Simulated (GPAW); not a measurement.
# Work function of 2H-MoS2 monolayer at several levels, part 3 of 3

Wanted: work functions and dipole of 2H-MoS2 monolayer, with the cost of each level. Where a layer proves gapped, the work function hangs on where the smearing puts the Fermi level, and the band edges take its place.

GPAW 26.7.0; GPAW, PAW setups; layer in a repeated cell with vacuum, relaxation of atoms and in-plane cell (the session's first sound run).

So far, upper work function (eV): step 3 (the slab's potential, PBE, GPAW) 5.11; step 6 (LDA) 5.34; step 7 (GPAW, PAW setups) 5.36; step 8 (RPBE) 5.02; step 9 (mode fd, grid spacing 0.18 Å, PBE, GPAW) 5.11.

## 10. Atomic orbitals: mode = "lcao"

Level of this step: GPAW, PAW setups; slab in vacuum (GPAW).

Atom-centred orbitals end a few angstrom from the surface, which tests how much the density's tail matters.

The input, run.py:

```python
import json
import numpy as np
from ase import Atoms
from gpaw import GPAW

slab = Atoms(
    ['S', 'Mo', 'S'],
    positions=[
        [0.00000, 1.83829, 9.00000],
        [0.00000, -0.00000, 10.56434],
        [0.00000, 1.83829, 12.12868]],
    cell=[[3.18402, 0.0, 0.0], [-1.59201, 2.75744, 0.0], [0.0, 0.0, 21.1287]],
    pbc=[True, True, False])

slab.calc = GPAW(mode='lcao', basis='dzp', h=0.18, xc='PBE', kpts={'size': (12, 12, 1), 'gamma': True},
                 occupations={'name': 'fermi-dirac', 'width': 0.05}, nbands='120%',
                 convergence={'density': 1e-05}, maxiter=200,
                 poissonsolver={'dipolelayer': 'xy'},
                 symmetry={'tolerance': 1e-3}, txt='slab.txt')
result = {}
energy = slab.get_potential_energy()
fermi = slab.calc.get_fermi_level()
v = slab.calc.get_electrostatic_potential().mean((0, 1)) - fermi
n = slab.calc.get_pseudo_density().mean((0, 1))
L = slab.cell[2, 2]
z = np.arange(len(v)) * L / len(v)
low, high = slab.positions[:, 2].min(), slab.positions[:, 2].max()
below, above = np.interp([low - 6.8, high + 6.8], z, v)
slopes = [np.interp(x, z, np.gradient(v, z)) for x in (low - 6.8, high + 6.8)]
eps = np.array([[slab.calc.get_eigenvalues(k, s) for k in range(len(slab.calc.get_ibz_k_points()))]
                for s in range(slab.calc.get_number_of_spins())]) - fermi
top, bottom = eps[eps < 0].max(), eps[eps > 0].min()
dipole = slab.get_dipole_moment()[2]
print(f'energy {energy:.4f} eV, Fermi level {fermi:.4f} eV, dipole {dipole:.5f} e A')
print(f'potential 6.8 A off the faces, from the Fermi level: lower {below:.4f} eV, upper {above:.4f} eV')
print(f'slope of the potential there: lower {slopes[0]:.5f}, upper {slopes[1]:.5f} eV/A')
print(f'nearest levels on the mesh: {top:.4f} and {bottom:.4f} eV')
print('magnetic moment', round(slab.get_magnetic_moment(), 3))
result.update(energy=energy, fermi=fermi, dipole=dipole, below=below, above=above, slopes=slopes, edges=[top, bottom],
              z=z.tolist(), v=v.tolist(), n=n.tolist(), positions=slab.positions.tolist(),
              forces=slab.get_forces(apply_constraint=False).tolist(), moments=slab.get_magnetic_moments().tolist())
json.dump(result, open('result.json', 'w'))
```

Command:

```console
$ OMP_NUM_THREADS=1 OPENBLAS_NUM_THREADS=1 python run.py
```

What it wrote:

```text
energy -20.9265 eV, Fermi level -5.1279 eV, dipole -0.00020 e A
potential 6.8 A off the faces, from the Fermi level: lower 5.1259 eV, upper 5.1300 eV
slope of the potential there: lower 0.00000, upper 0.00000 eV/A
nearest levels on the mesh: -0.7957 and 0.7939 eV
magnetic moment 0.0
```

Wall time 80 s (1 thread of Arm Neoverse V2, shared host); peak memory 0.26 GiB.

Numbers from this step:

* levels nearest the Fermi level on the mesh: -0.7957, 0.7939 eV from the Fermi level
* upper work function: 5.130 eV
* lower work function: 5.126 eV
* upper ionisation energy: 5.926 eV

The electrostatic potential energy of an electron (without an applied field's), less the Fermi level, planar mean by z:

```
z (Å)  electrostatic potential energy of an electron (without an applied field's), less the Fermi level, planar mean (eV)
  0.0                                                                                                                5.13
  0.5                                                                                                                5.13
  1.0                                                                                                                5.13
  1.5                                                                                                                5.13
  2.0                                                                                                                5.13
  2.5                                                                                                                5.13
  3.0                                                                                                                5.13
  3.5                                                                                                                5.13
  4.0                                                                                                                5.13
  4.5                                                                                                                5.13
  5.0                                                                                                                5.13
  5.5                                                                                                                5.13
  6.0                                                                                                                5.12
  6.5                                                                                                                5.11
  7.0                                                                                                                5.06
  7.5                                                                                                                4.71
  8.0                                                                                                                2.96
  8.5                                                                                                               -4.84
  9.0                                                                                                               -19.3
  9.5                                                                                                               -8.11
 10.0                                                                                                               -10.3
 10.5                                                                                                               -22.8
 11.0                                                                                                               -13.8
 11.5                                                                                                               -6.66
 12.0                                                                                                               -17.9
 12.5                                                                                                               -8.89
 13.0                                                                                                                1.86
 13.5                                                                                                                4.49
 14.0                                                                                                                5.02
 14.5                                                                                                                5.11
 15.0                                                                                                                5.13
 15.5                                                                                                                5.13
 16.0                                                                                                                5.13
 16.5                                                                                                                5.13
 17.0                                                                                                                5.13
 17.5                                                                                                                5.13
 18.0                                                                                                                5.13
 18.5                                                                                                                5.13
 19.0                                                                                                                5.13
 19.5                                                                                                                5.13
 20.0                                                                                                                5.13
 20.5                                                                                                                5.13
 21.0                                                                                                                5.13
```

The highest filled level lies 0.796 eV under the Fermi level, so the ionisation energy from the upper face is 5.130 + 0.796 = 5.926 eV, against 5.956 eV in the base run.

## 11. Cost and result by level

Times are for 1 thread of Arm Neoverse V2, shared host. Results by setting:

```
no.         run  upper ionisation energy (eV)  time  memory (GiB)
  1          pw                         5.956  19 s          0.19
  2      revPBE                         5.858  19 s          0.19
  3     vdW DF2                         6.354  26 s           0.3
  4         LDA                         6.193  19 s          0.18
  5  optPBE vdW                         6.208  25 s          0.31
  6        RPBE                         5.867  19 s          0.19
  7          fd                         5.956  73 s          0.45
  8        lcao                         5.926  80 s          0.26
```

## 12. Side by side

Results and costs are gathered.

This step: comparison of work functions, dipole and cost (GPAW 26.7.0).

Ladder, by row:

```
      step  code  work function, upper (eV)  work function, lower (eV)  dipole (e Å)  wall time (s)  peak memory (GiB)  threads
        pw  GPAW                      5.107                      5.103      -1.91e-4          19.19               0.19        1
    revPBE  GPAW                      5.011                      5.007      -1.91e-4           19.1               0.19        1
   vdW-DF2  GPAW                      5.511                      5.507      -1.91e-4          25.97                0.3        1
       LDA  GPAW                      5.345                       5.34      -1.91e-4          18.61               0.18        1
optPBE-vdW  GPAW                      5.364                      5.359      -1.91e-4          24.99               0.31        1
      RPBE  GPAW                      5.017                      5.012      -1.91e-4           19.2               0.19        1
        fd  GPAW                      5.108                      5.104      -1.97e-4           73.3               0.45        1
      lcao  GPAW                       5.13                      5.126      -1.97e-4          79.72               0.26        1
```

## 13. A changed run

One more run, with changed settings.

This step: GPAW, PAW setups; slab in vacuum (GPAW 26.7.0).

run.py: that of step 10 with these lines changed.

```diff
@@ -3,3 +3,3 @@
 from ase import Atoms
-from gpaw import GPAW
+from gpaw import GPAW, PW
 
@@ -14,5 +14,5 @@
 
-slab.calc = GPAW(mode='lcao', basis='dzp', h=0.18, xc='PBE', kpts={'size': (12, 12, 1), 'gamma': True},
-                 occupations={'name': 'fermi-dirac', 'width': 0.05}, nbands='120%',
-                 convergence={'density': 1e-05}, maxiter=200,
+slab.calc = GPAW(mode=PW(400), xc='PBE', kpts={'size': (12, 12, 1), 'gamma': True},
+                 occupations={'name': 'fermi-dirac', 'width': 2.0}, nbands='160%',
+                 convergence={'density': 1e-05}, maxiter=100,
                  poissonsolver={'dipolelayer': 'xy'},
```

What it wrote:

```text
energy -21.4351 eV, Fermi level -2.6023 eV, dipole -0.00019 e A
potential 6.8 A off the faces, from the Fermi level: lower 7.5119 eV, upper 7.5161 eV
slope of the potential there: lower -0.10222, upper 0.10222 eV/A
nearest levels on the mesh: -0.6552 and 1.0790 eV
magnetic moment 0.0
```

Elapsed: 80 s, on 1 thread; peak memory 0.19 GiB.

The run finished. A setting was moved off its sound value on purpose, so it serves as a test and not as the result.

The fault put into the input: a smearing of electronvolts (width = 2.0).

## 14. Summary of results

| Quantity | Value |
| --- | --- |
| work function, both faces (Fermi level placed in the gap by the smearing) | 5.11 eV |
| ionisation energy from the upper face (highest filled level on the mesh) | 5.96 eV |
| electron affinity from the upper face (lowest empty Kohn-Sham level on the mesh) | 4.30 eV |
| dipole along the normal | -1.9e-4 e Å |

With plane waves and PBE the ionisation energy from the upper face is 5.96 eV and the Kohn-Sham electron affinity 4.30 eV. The levels nearest the Fermi level on the mesh lie 1.65 eV apart, so the slab is gapped there: the smearing puts the Fermi level inside the gap, and from either face the ionisation energy is the work function plus 0.85 eV. Both are Kohn-Sham levels on the mesh, and semilocal gaps are too small, so the affinity tends to come out too large and the ionisation energy too small. Work functions of a gapped slab move with the place of the Fermi level in the gap; over the runs without a planted fault the highest filled level on the mesh lies 5.86 (revPBE) to 6.35 eV (vdW-DF2) under the upper vacuum level. The layer's cell and atoms come from the relaxation; spin-orbit coupling and temperature are left out.

[Logs are printed without paths, hosts, clocks, repeated set-up lines and the standing remarks that a program may print on its own settings, such as how far it seeks lower states.]

[Hosts, paths, dates, database ids (printed as entryN), source tags and the programs' standing remarks are cut or masked in the printed files.]
